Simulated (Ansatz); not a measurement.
# HfO2: the cost of one run

Program: Ansatz 0.2.0. Level of theory: DFT PBEsol, scalar-relativistic, plane waves, PAW. These are calculated values, not measurements.

9 further runs of the same task are left out: 9 set aside as unsound or not needed.

### 1 Starting point

It takes space group Fm-3m (No. 225, cubic). The conventional cell has a = 5.044 Å, b = 5.044 Å, c = 5.044 Å, α = 90.00°, β = 90.00°, γ = 90.00°. Hf (site symmetry m-3m) has 8 O at 2.18 Å as nearest neighbours. O (site symmetry -43m) has 4 Hf at 2.18 Å as nearest neighbours.

As a file:

```xyz
3
Lattice="0.0000 2.5221 2.5221 2.5221 0.0000 2.5221 2.5221 2.5221 0.0000" Properties=species:S:1:pos:R:3 pbc="T T T"
Hf    0.0000    0.0000    0.0000
O     1.2610    1.2610    1.2610
O     3.7831    3.7831    3.7831
```

This cell was relaxed beforehand with the same method: volume 10.69 Å³/atom, gap on the mesh 3.69 eV.

### 2 Plan of the line

The energy is mapped over two normal modes frozen in (zone-centre modes of the cell shown, which folds in the wave vector (0, 1/2, 1/2) of the primitive cell).

First coordinate, amplitude of mode 1 (219i cm⁻¹), largest displacement: 11 values from −0.404 Å. Second coordinate, amplitude of mode 5 (97 cm⁻¹), largest displacement: 11 values from −0.121 Å.

Nothing else is relaxed (the cell and all other modes fixed). Energies count from the relaxed high-symmetry cell. Points are written as (first, second).

The modes come from a phonon run on the reference cell, made beforehand.

Displacement patterns for an amplitude of 1 (Å):

```csv
atom,x1,y1,z1,x2,y2,z2
Hf1,0.000,0.000,0.000,0.000,1.000,0.000
Hf2,0.000,0.000,0.000,0.000,-1.000,0.000
O3,1.000,0.000,0.000,0.000,0.000,-0.040
O4,-1.000,0.000,0.000,0.000,0.000,0.040
O5,1.000,0.000,0.000,0.000,0.000,-0.040
O6,-1.000,0.000,0.000,0.000,0.000,0.040
```

### 3 Grid point (−0.404 Å, −0.121 Å)

The input, input.yaml:

```yaml
crystal:
  lattice:
    - [0.0, -2.5220673945, -2.5220673945]
    - [0.0, 2.5220673945, -2.5220673945]
    - [5.044134789, 0.0, 0.0]
  atoms:
    - { symbol: Hf, position: [0.0239882567, -0.0239882567, 0.0] }
    - { symbol: Hf, position: [0.4760117433, 0.5239882567, 0.5] }
    - { symbol: O, position: [-0.0009542797, 0.4990457203, 0.6699069777] }
    - { symbol: O, position: [0.5009542797, 0.0009542797, 0.3300930223] }
    - { symbol: O, position: [-0.0009542797, 0.4990457203, 0.1699069777] }
    - { symbol: O, position: [0.5009542797, 0.0009542797, 0.8300930223] }
basis:
  ecutwfc: 520.0
kpoints:
  mp_grid: { grid: [6, 6, 6] }
hamiltonian:
  xc: pbesol
  pseudopotentials: { kind: paw, azcp: { folder: soft_1 } }
scf:
  occupations: { method: gaussian, width: 0.05 }
output:
  forces: true
  stress: true
  eigenvalues: true
```

Command:

```bash
> ansatz run input.yaml --threads 2 --pin off --max-ram 4096MiB --backend cpu --events-out ev --progress --plain --runs-dir out
```

**Question.** How long does this run take on 2 threads of Arm Neoverse N1, shared host, and how much memory does it need?

About 22 s, with a peak of 0.48 GiB.
